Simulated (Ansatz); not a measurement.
CsH: the gap under strain

CsH, Fm-3m, a = 6.376 Å. Ansatz: r2SCAN, PAW, 500 eV, Γ-centred 6×6×4 mesh on 4 atoms, Gaussian smearing 0.02 eV; no spin polarisation. Series: uniaxial strain along c, with a, b and atoms relaxed; x is the strain in per cent. The axes a, b, c are those of the computed cell (4.509, 4.509, 6.376 Å), along [1 1 0], [-1 1 0], [0 0 1] of the cell named above. The gap is sought over the whole zone.

| x (%) | gap y (eV) |
| --- | --- |
| -6.0 | ? |
| -4.0 | 2.630 |
| -2.0 | 2.660 |
| 0.0 | 2.680 |
| 2.0 | 2.697 |
| 4.0 | 2.707 |
| 6.0 | 2.713 |

Problem. Fit y = E0 + c1 x + c2 x² to the other rows, give the deformation potential for this strain, and predict the missing gap.

Solution. Least squares on the rows shown. y = 2.6806 + 0.0096143 x − 0.00071429 x². The deformation potential is 100 c1 = 0.96 eV per unit strain. At x = -6.0 the fit asked for gives 2.597 eV. The run gave 2.591 eV, so the fit is 0.006 eV too high, small in itself but 5 % of the span of the series.

Spin-orbit coupling is left out, which matters for the bands of heavy elements. Semilocal functionals give gaps under the measured ones; changes of the gap mostly carry over better.